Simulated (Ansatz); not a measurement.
## Step by step: In, relaxation of cell and atoms

The calculation used Ansatz 0.2.0, DFT, PBE, PAW with Ansatz's default frozen-core files, scalar-relativistic.

Command: `ansatz run input.yaml --threads 1 --pin off --max-ram 2048MiB --backend cpu --events-out ev --progress --plain --runs-dir out` The run took 9.7 s on 1 thread of Arm Neoverse V2, with other jobs on the host.

```yaml
crystal:
  lattice:
    - [-1.7468291235, 1.7468291235, 1.7468291235]
    - [1.7468291235, -1.7468291235, 1.7468291235]
    - [1.7468291235, 1.7468291235, -1.7468291235]
  atoms:
    - { symbol: In, position: [0.0, 0.0, 0.0] }
kpoints:
  mp_grid: { grid: [15, 15, 15] }
scf:
  occupations: { method: fermi_dirac, width: 0.05 }
hamiltonian:
  xc: pbe
  pseudopotentials: { kind: paw }
output:
  forces: true
  stress: true
relax:
  f_tol: 0.005
  max_steps: 80
  cell: {}
```

No spin–orbit coupling, which matters for the heavy atoms here.

The cell is built from the bcc type as a first guess.

The cutoff is 420 eV; energies and pressures of the walk include the program's estimate of the Pulay term.

Each frame lists the cell vectors (Å), then Cartesian positions (Å); symmetry keeps all forces zero. Free energies count from the first step, -5597.5604 eV.

The walk took 8 evaluations in all; steps that aren't listed are left out.

Step 1: E = 0.0 meV, P = 18.10 GPa

```
cell -1.7468 1.7468 1.7468 1.7468 -1.7468 1.7468 1.7468 1.7468 -1.7468
In    0.0000    0.0000    0.0000
```

Step 2: E = -225.2 meV, P = 5.67 GPa

```
cell -1.8320 1.8320 1.8320 1.8320 -1.8320 1.8320 1.8320 1.8320 -1.8320
In    0.0000    0.0000    0.0000
```

Step 3:

```
cell -1.8768 1.8768 1.8768 1.8768 -1.8768 1.8768 1.8768 1.8768 -1.8768
In    0.0000    0.0000    0.0000
```

Step 4: E = -273.0 meV, P = 0.33 GPa

```
cell -1.9000 1.9000 1.9000 1.9000 -1.9000 1.9000 1.9000 1.9000 -1.9000
In    0.0000    0.0000    0.0000
```

Task: Give the energy, pressure of step 3.

Result: E = -266.7 meV, P = 1.85 GPa
```
In    0.0000    0.0000    0.0000
```

Task: How does the relaxation end?

Result: It converges, with a = 3.814 Å, b = 3.814 Å, c = 3.814 Å, α = 90.00°, β = 90.00°, γ = 90.00° (conventional cell, space group Im-3m). The last solve (on a basis chosen afresh for the final cell, so its energy is not quite comparable) gives E = -274.8 meV, P = 0.01 GPa:
```
cell -1.9072 1.9072 1.9072 1.9072 -1.9072 1.9072 1.9072 1.9072 -1.9072
In    0.0000    0.0000    0.0000
```
